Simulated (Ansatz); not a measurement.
**Honeycomb InSb monolayer in a perpendicular field**

What dipole does a perpendicular field induce in the honeycomb InSb monolayer, and does the gap follow? A positive field points along +c.

Program: Ansatz 0.2.0. Level of theory: plane-wave DFT, PBE-D3(BJ), Ansatz PAW. Results are calculated unless marked as measured.

**1. The starting structure**

The cell holds 2 atoms: 1 Sb and 1 In. Cell: a = 4.650 Å, b = 4.650 Å, c = 32.550 Å, α = 90.0°, β = 90.0°, γ = 120.0°. Vacuum lies along c.

**2. Relaxing the slab**

The starting cell is a guess, so the in-plane lattice and the atoms are relaxed first, with the slab cut off from its images along the normal.

input.yaml

```yaml
crystal:
  lattice:
    - [4.65, 0.0, 0.0]
    - [-2.325, 4.0270181276, 0.0]
    - [0.0, 0.0, 32.55]
  atoms:
    - { symbol: Sb, position: [0.6666666667, 0.3333333333, 0.4884792627] }
    - { symbol: In, position: [0.3333333333, 0.6666666667, 0.5115207373] }
  periodic: [true, true, false]
kpoints:
  mp_grid: { grid: [12, 12, 1] }
hamiltonian:
  xc: pbe
  dispersion: d3bj
scf:
  occupations: { method: fermi_dirac, width: 0.05 }
  convergence: { dr2_threshold: 1.0e-09 }
relax:
  f_tol: 0.004
  max_steps: 90
  cell: {}
output:
  write_potential: true
  write_density: true
  volumetric_format: npy
```

Run with:

```bash
> ansatz run input.yaml --threads 2 --pin off --max-ram 3072MiB --backend cpu --events-out ev --progress --plain --runs-dir out
```

Numbers of over 12 decimals in the logs are rounded to 6 here.

The program printed:

```text
Warning: relax.cell: scf.convergence.dr2_threshold = 1e-9 eV is looser than the 1.73066522503e-10 eV advised for a relaxation that steers and ends on the stress (1e-10 eV for each atom of the cell: 2, times the square of relax.cell.stress_2d_tol = 0.05 N/m over 10.7 Å (the atoms' height at the walk's start and 5 Å past either face), 4.651e-2 GPa, over a crystal's default 0.05). What an SCF threshold leaves in a stress goes as its square root, and in the free energy as the threshold itself, and one threshold admits the most on a small cell: [figures from the program's tests cut] Set scf.convergence.dr2_threshold to 1.73066522503e-10 eV or tighter. [rest of the remark cut]
Engine: ansatz 0.2.0, aarch64-unknown-linux-gnu
Pseudopotentials: kind: paw
Pseudopotential: Sb, paw, valence charge 15, recommended cutoff 420 eV (normal), Sb.paw.azcp
Pseudopotential: In, paw, valence charge 13, recommended cutoff 420 eV (normal), In.paw.azcp
Functional definition: PBE
  parameter kappa = 0.804
  parameter beta = 0.066725
  exchange = pbe_x(kappa = kappa, mu = beta*pi^2/3)
  correlation = pbe_c(beta = beta)
Crystal: 2 atoms, lattice volume = 609.519 Å³
Basis set: ecut = 420 eV, 11947 PW (Γ), exchange–correlation on 64×64×450 points (8 copies of the dense FFT grid, shifted against one another)
Bands: 18, of which v1, the nominal top of the filled ones, is band 14 counted from 1 (13 counted from 0)
Symmetry: 6 space group operations
Space group: P3m1 (ITA 156), of the structure as read, at distance tolerance 8.5e-5 Å
k-points: 19 of 144 (time reversal used)
Non-local potential: Sb, projectors of the file, l = 0: 2, l = 1: 2, l = 2: 2, l = 3: 2
Non-local potential: In, projectors of the file, l = 0: 2, l = 1: 2, l = 2: 2, l = 3: 2
PAW form: soft (Blöchl's): semilocal exchange-correlation on the pseudo side does not see the compensation charge
PAW one-centre angular grid: Sb, 590 points (default); XC on 64 Gauss nodes
PAW one-centre angular grid: In, 590 points (default); XC on 64 Gauss nodes
Initial density: superposition of atomic densities (neutral atoms: chi_scale 0, normalization atom), corrected by the library's trained network
Initial wavefunctions: pseudopotential atomic-orbital guess
Functional: x = pbe(κ = 0.804, μ = 0.219515), c = pbe(β = 0.066725)
SCF iter   1: F=—  HF=-12082.111499 eV  |F-HF|=—  |Δ(HF+E_count)|=         —  Δρ=9.37e-4  dr2=1.35e-2  ethr=1.77e-3  ⟨swp⟩=10.9  Hψ=2504  notcnv=0
preconditioner: auto → Resta (q_TF=auto, 1.633 Å⁻¹)  ε∞=1.2  [insulator: Δε(μ)=0.717 eV  Ē_g=13.165 eV  σ=0.050 eV  W_gap=1.00  n_scr=46 (ndim 8)  ℏωp=6.4 eV  f_vac=0.833  D(μ)=0.00/eV (n_scr^D=0)  ε∞_Penn≈1.2  vacuum switching on, ρ_ref=1.3e-2 e/Å³]
SCF iter   2: F=—  HF=-12082.113507 eV  |F-HF|=—  |Δ(HF+E_count)|=   2.01e-3  Δρ=5.96e-4  dr2=1.05e-2  ethr=4.80e-5  ⟨swp⟩=4.2  Hψ=1055  notcnv=0
SCF iter   3: F=—  HF=-12082.112940 eV  |F-HF|=—  |Δ(HF+E_count)|=   5.67e-4  Δρ=3.38e-4  dr2=2.72e-3  ethr=3.74e-5  ⟨swp⟩=3.5  Hψ=651  notcnv=0
SCF iter   4: F=—  HF=-12082.113434 eV  |F-HF|=—  |Δ(HF+E_count)|=   4.94e-4  Δρ=1.61e-4  dr2=4.81e-4  ethr=9.72e-6  ⟨swp⟩=2.4  Hψ=477  notcnv=0
SCF iter   5: F=—  HF=-12082.113688 eV  |F-HF|=—  |Δ(HF+E_count)|=   2.54e-4  Δρ=4.93e-5  dr2=4.67e-5  ethr=1.72e-6  ⟨swp⟩=2.8  Hψ=599  notcnv=0
SCF iter   6: F=—  HF=-12082.113720 eV  |F-HF|=—  |Δ(HF+E_count)|=   3.24e-5  Δρ=1.07e-5  dr2=9.83e-7  ethr=1.67e-7  ⟨swp⟩=3.5  Hψ=780  notcnv=0
SCF iter   7: F=—  HF=-12082.113730 eV  |F-HF|=—  |Δ(HF+E_count)|=   1.00e-5  Δρ=2.90e-6  dr2=6.73e-8  ethr=3.51e-9  ⟨swp⟩=2.7  Hψ=658  notcnv=0
SCF iter   8: F=—  HF=-12082.113731 eV  |F-HF|=—  |Δ(HF+E_count)|=   1.31e-7  Δρ=7.95e-7  dr2=4.28e-9  ethr=2.40e-10  ⟨swp⟩=3.1  Hψ=632  notcnv=0
SCF iter   9: F=-12082.113731 eV  HF=-12082.113731 eV  |F-HF|=7.57e-10  |Δ(HF+E_count)|=   9.83e-9  Δρ=2.00e-7  dr2=3.21e-10  ethr=3.57e-12  ⟨swp⟩=11.9  Hψ=2561  notcnv=0
SCF 1 converged in 9 iterations: F = -12082.113731 eV  dr2 = 3.21e-10
  greatest PAW one-centre occupation: 0.995 electrons in one spin orbital (limit 2), on the Sb atom at site 0 (counted from 0), in its partial waves of l = 2
relax step   1: F+E_penalty+E_count = -12082.11373056 eV  Δ(F+E_penalty+E_count) = +0.000e0 eV  max|allowed force component| = 5.183e-2 eV/Å  Δτ_max = 0.0000 Å  P = +0.019 N/m  Ω = 609.519 Å³  fix = [c, alpha, beta]  reactions: c +0.000 N/m  (9 SCF iters, accepted)
Crystal: 2 atoms, lattice volume = 608.508 Å³
Initial density: handed on by an earlier stage of this run
Initial wavefunctions: those handed on with the density
iter 1 solved again at ethr=2.51e-6 eV; its pass at ethr=3.10e-3 eV (dr2=7.02e-4 eV) is discarded
SCF iter   1: F=—  HF=-12082.114156 eV  |F-HF|=—  |Δ(HF+E_count)|=         —  Δρ=3.17e-4  dr2=6.84e-4  ethr=2.51e-6  ⟨swp⟩=4.3  Hψ=2586  notcnv=0
preconditioner: auto → Resta (q_TF=auto, 1.633 Å⁻¹)  ε∞=1.2  [insulator: Δε(μ)=0.777 eV  Ē_g=13.163 eV  σ=0.050 eV  W_gap=1.00  n_scr=46 (ndim 8)  ℏωp=6.4 eV  f_vac=0.831  D(μ)=0.00/eV (n_scr^D=0)  ε∞_Penn≈1.2  vacuum switching on, ρ_ref=1.3e-2 e/Å³]
SCF iter   2: F=—  HF=-12082.113924 eV  |F-HF|=—  |Δ(HF+E_count)|=   2.32e-4  Δρ=1.44e-4  dr2=9.57e-5  ethr=2.44e-6  ⟨swp⟩=2.0  Hψ=406  notcnv=0
SCF iter   3: F=—  HF=-12082.113900 eV  |F-HF|=—  |Δ(HF+E_count)|=   2.40e-5  Δρ=2.85e-5  dr2=6.55e-6  ethr=3.42e-7  ⟨swp⟩=2.1  Hψ=526  notcnv=0
SCF iter   4: F=—  HF=-12082.113901 eV  |F-HF|=—  |Δ(HF+E_count)|=   6.08e-7  Δρ=1.24e-5  dr2=4.47e-6  ethr=2.34e-8  ⟨swp⟩=3.5  Hψ=733  notcnv=0
SCF iter   5: F=—  HF=-12082.113902 eV  |F-HF|=—  |Δ(HF+E_count)|=   1.59e-6  Δρ=6.09e-6  dr2=9.06e-7  ethr=1.60e-8  ⟨swp⟩=2.9  Hψ=546  notcnv=0
SCF iter   6: F=—  HF=-12082.113912 eV  |F-HF|=—  |Δ(HF+E_count)|=   9.69e-6  Δρ=2.16e-6  dr2=8.27e-8  ethr=3.24e-9  ⟨swp⟩=2.2  Hψ=415  notcnv=0
SCF iter   7: F=—  HF=-12082.113912 eV  |F-HF|=—  |Δ(HF+E_count)|=   1.17e-9  Δρ=4.91e-7  dr2=6.97e-9  ethr=2.95e-10  ⟨swp⟩=2.5  Hψ=533  notcnv=0
SCF iter   8: F=-12082.113912 eV  HF=-12082.113912 eV  |F-HF|=5.46e-12  |Δ(HF+E_count)|=  3.11e-10  Δρ=1.29e-7  dr2=9.82e-11  ethr=3.57e-12  ⟨swp⟩=9.7  Hψ=2846  notcnv=0
SCF 2 converged in 8 iterations: F = -12082.113912 eV  dr2 = 9.82e-11
  Residual-converged pass: ⟨swp⟩=1.1  Hψ=420  notcnv=0  max |occ|·‖R‖ = 7.0e-9 eV (tolerance 1.0e-8 eV)  dr2=9.82e-11  dr2_onsite=1.25e-11  max |Δocc| = 5.0e-15
relax step   2: F+E_penalty+E_count = -12082.11391180 eV  Δ(F+E_penalty+E_count) = -1.812e-4 eV  max|allowed force component| = 4.830e-2 eV/Å  Δτ_max = 0.0225 Å  P = -0.067 N/m  Ω = 608.508 Å³  energy of the carried Pulay correction = +2.326e-5 eV  fix = [c, alpha, beta]  reactions: c -0.000 N/m  (8 SCF iters, accepted)
Crystal: 2 atoms, lattice volume = 608.648 Å³
iter 1 solved again at ethr=5.35e-7 eV; its pass at ethr=3.10e-3 eV (dr2=1.50e-4 eV) is discarded
SCF iter   1: F=—  HF=-12082.114429 eV  |F-HF|=—  |Δ(HF+E_count)|=         —  Δρ=1.46e-4  dr2=1.40e-4  ethr=5.35e-7  ⟨swp⟩=3.4  Hψ=2308  notcnv=0
preconditioner: auto → Resta (q_TF=auto, 1.633 Å⁻¹)  ε∞=1.2  [insulator: Δε(μ)=0.758 eV  Ē_g=13.162 eV  σ=0.050 eV  W_gap=1.00  n_scr=46 (ndim 8)  ℏωp=6.4 eV  f_vac=0.832  D(μ)=0.00/eV (n_scr^D=0)  ε∞_Penn≈1.2  vacuum switching on, ρ_ref=1.3e-2 e/Å³]
SCF iter   2: F=—  HF=-12082.114383 eV  |F-HF|=—  |Δ(HF+E_count)|=   4.56e-5  Δρ=6.55e-5  dr2=2.01e-5  ethr=4.98e-7  ⟨swp⟩=2.1  Hψ=439  notcnv=0
SCF iter   3: F=—  HF=-12082.114376 eV  |F-HF|=—  |Δ(HF+E_count)|=   6.84e-6  Δρ=1.90e-5  dr2=8.68e-6  ethr=7.19e-8  ⟨swp⟩=2.5  Hψ=563  notcnv=0
SCF iter   4: F=—  HF=-12082.114381 eV  |F-HF|=—  |Δ(HF+E_count)|=   4.39e-6  Δρ=1.02e-5  dr2=3.73e-6  ethr=3.10e-8  ⟨swp⟩=3.5  Hψ=558  notcnv=0
SCF iter   5: F=—  HF=-12082.114376 eV  |F-HF|=—  |Δ(HF+E_count)|=   4.80e-6  Δρ=3.80e-6  dr2=1.90e-7  ethr=1.33e-8  ⟨swp⟩=2.4  Hψ=457  notcnv=0
SCF iter   6: F=—  HF=-12082.114388 eV  |F-HF|=—  |Δ(HF+E_count)|=   1.21e-5  Δρ=8.10e-7  dr2=5.66e-9  ethr=6.79e-10  ⟨swp⟩=2.5  Hψ=577  notcnv=0
SCF iter   7: F=-12082.114388 eV  HF=-12082.114388 eV  |F-HF|=6.37e-11  |Δ(HF+E_count)|=   2.42e-9  Δρ=1.54e-7  dr2=1.67e-10  ethr=3.57e-12  ⟨swp⟩=11.2  Hψ=2538  notcnv=0
SCF 3 converged in 7 iterations: F = -12082.114388 eV  dr2 = 1.67e-10
relax step   3: F+E_penalty+E_count = -12082.11438786 eV  Δ(F+E_penalty+E_count) = -4.761e-4 eV  max|allowed force component| = 5.030e-4 eV/Å  Δτ_max = 0.0103 Å  P = -0.014 N/m  Ω = 608.648 Å³  energy of the carried Pulay correction = +2.004e-5 eV  fix = [c, alpha, beta]  reactions: c -0.000 N/m  (7 SCF iters, accepted)
Initial wavefunctions: pseudopotential atomic-orbital guess (no wavefunctions were taken with the density)
iter 1 solved again at ethr=1.12e-6 eV; its pass at ethr=3.10e-3 eV (dr2=3.14e-4 eV) is discarded
SCF iter   1: F=—  HF=-12082.114355 eV  |F-HF|=—  |Δ(HF+E_count)|=         —  Δρ=9.86e-7  dr2=2.44e-9  ethr=1.12e-6  ⟨swp⟩=5.4  Hψ=3836  notcnv=0
eigensolver tolerance schedule: the retry pair's looser diagonalisation over-reported the residual by 128886.27 of it (diagonalisation noise at an unbounded share of the residual, at the tolerance the schedule requests for it); recorded, not acted on — ethr = c·dr2/N_el stays at c = 1.0e-1
preconditioner: auto → Resta (q_TF=auto, 1.633 Å⁻¹)  ε∞=1.2  [insulator: Δε(μ)=0.759 eV  Ē_g=13.169 eV  σ=0.050 eV  W_gap=1.00  n_scr=46 (ndim 8)  ℏωp=6.4 eV  f_vac=0.832  D(μ)=0.00/eV (n_scr^D=0)  ε∞_Penn≈1.2  vacuum switching on, ρ_ref=1.3e-2 e/Å³]
SCF iter   2: F=—  HF=-12082.114368 eV  |F-HF|=—  |Δ(HF+E_count)|=   1.30e-5  Δρ=8.57e-7  dr2=2.81e-9  ethr=8.71e-12  ⟨swp⟩=6.0  Hψ=1392  notcnv=0
SCF iter   3: F=-12082.114368 eV  HF=-12082.114368 eV  |F-HF|=4.91e-10  |Δ(HF+E_count)|=   1.01e-9  Δρ=5.50e-7  dr2=7.42e-10  ethr=3.57e-12  ⟨swp⟩=15.8  Hψ=3132  notcnv=0
SCF 4 converged in 3 iterations: F = -12082.114368 eV  dr2 = 7.42e-10
relax step   4: F+E_penalty+E_count = -12082.11436798 eV  Δ(F+E_penalty+E_count) = +1.988e-5 eV  max|allowed force component| = 5.023e-4 eV/Å  Δτ_max = 0.0000 Å  P = -0.014 N/m  Ω = 608.648 Å³  fix = [c, alpha, beta]  reactions: c -0.000 N/m  stress off target by 1.37e-2 N/m on what of the cell is left free  SCF on the basis re-selected at this cell (its energy is not comparable with the rows above)  (3 SCF iters)
basis re-selected at this cell: Δ(F+E_penalty+E_count) = +1.988e-5 eV, ΔP = +0.000 N/m vs the last step (what re-selecting the basis moved, of the pressure what is left beyond the Pulay correction that the steps carried, after the strain that the cell walked since its last selection, with what the two solves' SCF thresholds leave and, on support functions, any second-order correction that the steps lacked; it is no m [...]
SCF converged after 3 iterations
Free energy (F): -12082.114368 eV
Harris-Foulkes:  -12082.114368 eV  (|F-HF|=4.91e-10)
Internal energy: -12082.114356 eV  (E = F + TS)
E sigma→0 (E₀):  -12082.114362 eV
Entropy (-TS):   -0.000012 eV (-0.006 meV/atom)
Fermi energy:    -4.361320 eV
--- Per-component energies (eV) ---
  E_band       = -583.791212
  E_kinetic    = 448.022682
  E_local      = -31071.727858  (includes V_loc(G=0)·N_el)
  E_nonlocal   = 729.022759
  E_hartree    = 15150.800499
  E_xc         = -352.588183
  E_vxc        = -193.779285  (∫ρ·V_xc dr)
  E_paw        = -8729.560176  (= ΣΔE_a)
  E_vpaw       = -796.930473  (= ΣTr[D̂ρ^β])
  E_aug_tail   = 0.000024  (compensation charges beyond the density's cutoff)
  E_ewald      = 11744.198199
  E_disp       = -0.282304  (pairwise vdW)
  E_smearing   = -0.000012  (= −TS)
  E_closure    = 0.000000  (closes the sum)
  Σ components = -12082.114368   (vs F -12082.114368, Δ=0.00e0)
--- Forces (eV/Å), atoms counted from 1 ---
  atom   1  Sb    -0.00000000     0.00000000    -0.00050067
  atom   2  In     0.00000000    -0.00000000     0.00050386
  max |Σ_I F_I| component: 3.19e-6 eV/Å
--- 2D stress c σ (N/m, compression-positive) ---
       -0.013709      -0.000000       0.000000
       -0.000000      -0.013709       0.000000
        0.000000       0.000000      -0.000000
  P = ½ c Tr σ = -0.0137 N/m
--- Band table (eV; the first three rows and the last of 19) ---
  k-point 0: bands = [... 10 lower, -14.0742, -7.0883, -4.7712, -4.7712, -4.0122, -1.9434, -0.6440, -0.6440]
  k-point 1: bands = [... 10 lower, -14.0228, -7.1637, -5.3620, -4.8810, -3.3942, -1.9000, -0.7601, -0.4393]
  k-point 2: bands = [... 10 lower, -13.8726, -7.5324, -5.8515, -5.1442, -2.8520, -1.8439, -0.7050, -0.0736]
  k-point 18: bands = [... 10 lower, -12.7771, -9.8343, -7.1416, -4.8538, -3.4739, -0.2731, 0.4455, 0.9334]
  the weakly bound empty levels are not read free of the cell's end (no_gap_told)
--- Relaxed structure (3 steps of the walk, 3 accepted, 1 SCFs on fresh bases) ---
  F+E_penalty+E_count = -12082.11436798 eV   max|allowed force component| = 5.023e-4 eV/Å   (the final SCF, on the basis selected at the relaxed cell)
  cell:  # Å, volume = 608.6478 Å³
    - [4.646674, 0.0, 0]
    - [-2.323337, 4.024138, 0]
    - [0, 0, 32.55]
  atoms:
    - { symbol: Sb, position: [0.666667, 0.333333, 0.488105] }
    - { symbol: In, position: [0.333333, 0.666667, 0.511895] }
```

The job ended after 44 s (2 threads of Arm Neoverse V1, shared host; peak memory 0.76 GiB).

The steps of the relaxation:

| step | energy less that of the first step (eV) | largest force component (eV/Å) | volume (Å³) |
| --- | --- | --- | --- |
| 1 | 0.0000 | 0.0518 | 609.52 |
| 2 | -0.0002 | 0.0483 | 608.51 |
| 3 | -0.0007 | 0.0005 | 608.65 |
| 4* | -0.0006 | 0.0005 | 608.65 |

Relaxation steps marked * repeat the geometry before them on a plane-wave basis chosen anew for their cell, so energy and pressure can jump there.

Forces are held to the 6 operations that the run works with; a distortion that breaks them can't arise in this run.

| cell as run | before | after | change |
| --- | --- | --- | --- |
| a (Å) | 4.650 | 4.647 | -0.1 % |
| b (Å) | 4.650 | 4.647 | -0.1 % |

The atoms that moved most (Å, along periodic axes as changes of fractional coordinates times the final cell, across vacuum about the mean position):

| atom | dx | dy | dz | length |
| --- | --- | --- | --- | --- |
| Sb1 | 0.000 | 0.000 | -0.012 | 0.012 |
| In2 | 0.000 | 0.000 | 0.012 | 0.012 |

The relaxed structure:

```cif
data_structure
_symmetry_space_group_name_H-M 'P 1'
_symmetry_Int_Tables_number 1
_cell_length_a 4.6467
_cell_length_b 4.6467
_cell_length_c 32.5500
_cell_angle_alpha 90.000
_cell_angle_beta 90.000
_cell_angle_gamma 120.000
_cell_volume 608.65
loop_
_atom_site_label
_atom_site_type_symbol
_atom_site_fract_x
_atom_site_fract_y
_atom_site_fract_z
_atom_site_occupancy
Sb1 Sb 0.66667 0.33333 0.48811 1
In2 In 0.33333 0.66667 0.51189 1
```

The lattice constant a goes from 4.650 to 4.647 Å.

(Part 1 of 2 ends here.)

[Logs are printed without paths, hosts, clocks, repeated set-up lines and the standing remarks that a program may print on its own settings, such as how far it seeks lower states.]

[Hosts, paths, dates, database ids (printed as entryN), source tags and the programs' standing remarks are cut or masked in the printed files.]

[Maps of the electrostatic potential energy from Ansatz leave out the sawtooth potential of an applied field or a dipole correction, so their vacuum need not be flat; planar profiles and work functions include it.]
